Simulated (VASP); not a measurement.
**Sb2S3 (Stibnite): relaxation of cell and atoms with LDA**

Sb2S3 (Stibnite):

```xyz
20
Lattice="11.0360 0.0000 0.0000 0.0000 3.8095 0.0000 0.0000 0.0000 10.7947" Properties=species:S:1:pos:R:3 pbc="T T T"
Sb    5.2891    0.9524    3.5129
Sb    0.2290    2.8571    8.9103
Sb   10.8071    0.9524    1.8844
Sb    5.7470    2.8571    7.2818
Sb    3.7899    2.8571    0.3470
Sb    1.7281    0.9524    5.7444
Sb    9.3079    2.8571    5.0503
Sb    7.2461    0.9524   10.4477
S     3.1695    0.9524    2.0848
S     2.3485    2.8571    7.4822
S     8.6875    0.9524    3.3126
S     7.8665    2.8571    8.7099
S     6.0667    2.8571    1.3738
S    10.4874    0.9524    6.7712
S     0.5486    2.8571    4.0235
S     4.9694    0.9524    9.4209
S     4.1271    2.8571    4.7714
S     1.3910    0.9524   10.1687
S     9.6451    2.8571    0.6260
S     6.9090    0.9524    6.0233
```

```yaml
Program: VASP 6.6.1
Task: relaxation of cell and atoms
Functional: LDA
Potentials_or_basis: VASP PAW LDA potentials, release 64 (Sb, S)
Cutoff: 600 eV
k_mesh: 4 × 8 × 4
Occupations: gaussian, width 0.03 eV
Spin: no spin polarisation
Further_INCAR_settings: ALGO = Normal; EDIFF = 1e-07; IBRION = 2; EDIFFG = -0.005; NSW = 90; ISIF = 3
```

| Property | Result |
| --- | --- |
| Relaxed volume | 22.68 Å³/atom |
| Relaxed cell | a = 11.022 Å, b = 3.812 Å, c = 10.795 Å, α = 90.00°, β = 90.00°, γ = 90.00° |
| Space group after relaxing (to 0.05 Å) | Pnma (No. 62) |
| Energy gained by relaxing | 0.0 meV/atom |
| Ionic steps | 13 |
| Pressure after relaxing | 0.0 GPa |
| Largest force after relaxing | 0.004 eV/Å |
| Band gap on the k mesh | 1.07 eV, direct |

Forces in eV/Å, atoms in the order of the input:
```
Sb   0.001  0.000  0.001
Sb  -0.001  0.000  0.001
Sb   0.001  0.000 -0.001
Sb  -0.001  0.000 -0.001
Sb   0.000  0.000  0.004
Sb   0.000  0.000  0.004
Sb   0.000  0.000 -0.004
Sb   0.000  0.000 -0.004
S    0.002  0.000  0.001
S   -0.002  0.000  0.001
S    0.002  0.000 -0.001
S   -0.002  0.000 -0.001
S   -0.003  0.000 -0.003
S    0.003  0.000 -0.003
S   -0.003  0.000  0.003
S    0.003  0.000  0.003
S    0.001  0.000  0.001
S   -0.001  0.000  0.001
S    0.001  0.000 -0.001
S   -0.001  0.000 -0.001
```

Step by step:
```tsv
step	energy change (eV)	largest force (eV/Å)	pressure (GPa)	volume (Å³)
1	0.0000	0.0095	-0.01	453.83
2	-0.0001	0.0087	0.01	453.75
3	-0.0001	0.0101	0.02	453.71
4	-0.0001	0.0078	0.00	453.80
5	-0.0001	0.0079	-0.03	453.95
6	-0.0002	0.0063	-0.03	453.92
7	-0.0002	0.0091	-0.01	453.81
8	-0.0002	0.0115	0.00	453.76
9	-0.0002	0.0096	0.00	453.71
10	-0.0003	0.0069	0.01	453.55
11	-0.0003	0.0054	-0.01	453.65
12	-0.0003	0.0054	-0.01	453.65
13	-0.0003	0.0041	-0.01	453.61
```

Final structure:
```yaml
crystal:
  lattice:
    - [11.02219, 0.00000, 0.00000]
    - [0.00000, 3.81223, 0.00000]
    - [0.00000, 0.00000, 10.79530]
  atoms:
    - { symbol: Sb, position: [0.47988, 0.25000, 0.32553] }
    - { symbol: Sb, position: [0.02012, 0.75000, 0.82553] }
    - { symbol: Sb, position: [0.97988, 0.25000, 0.17447] }
    - { symbol: Sb, position: [0.52012, 0.75000, 0.67447] }
    - { symbol: Sb, position: [0.34346, 0.75000, 0.03243] }
    - { symbol: Sb, position: [0.15654, 0.25000, 0.53243] }
    - { symbol: Sb, position: [0.84346, 0.75000, 0.46757] }
    - { symbol: Sb, position: [0.65654, 0.25000, 0.96757] }
    - { symbol: S, position: [0.28741, 0.25000, 0.19321] }
    - { symbol: S, position: [0.21259, 0.75000, 0.69321] }
    - { symbol: S, position: [0.78741, 0.25000, 0.30679] }
    - { symbol: S, position: [0.71259, 0.75000, 0.80679] }
    - { symbol: S, position: [0.55008, 0.75000, 0.12733] }
    - { symbol: S, position: [0.94992, 0.25000, 0.62733] }
    - { symbol: S, position: [0.05008, 0.75000, 0.37267] }
    - { symbol: S, position: [0.44992, 0.25000, 0.87267] }
    - { symbol: S, position: [0.37419, 0.75000, 0.44172] }
    - { symbol: S, position: [0.12581, 0.25000, 0.94172] }
    - { symbol: S, position: [0.87419, 0.75000, 0.05828] }
    - { symbol: S, position: [0.62581, 0.25000, 0.55828] }
```

Levels at points of the mesh, in eV from the valence-band top:
```tsv
k point	band 54	band 55	band 56	band 57	band 58	band 59
(0.00, 0.00, 0.00)	-0.29	-0.17	0.00	1.07	1.43	1.45
(0.50, 0.00, 0.00)	-0.21	-0.07	-0.07	1.37	1.37	1.64
(0.00, 0.50, 0.00)	-0.73	-0.09	-0.09	1.75	1.75	2.06
(0.50, 0.50, 0.00)	-0.42	-0.42	-0.42	2.07	2.07	2.07
(0.00, 0.00, 0.50)	-0.21	-0.16	-0.16	1.14	1.14	1.96
(0.50, 0.00, 0.50)	-0.40	-0.37	-0.37	1.23	1.23	1.96
(0.00, 0.50, 0.50)	-0.82	-0.51	-0.51	1.63	1.63	1.78
(0.50, 0.50, 0.50)	-0.87	-0.87	-0.87	1.83	1.83	1.83
```

Run time: 46 min on 4 MPI ranks on Intel(R) Xeon(R) 6975P-C (Granite Rapids), on a shared host, peak memory 1.2 GiB a rank.

Caveat: spin-orbit coupling is left out, which moves the levels of the heavy elements. A k mesh can miss the band edges.
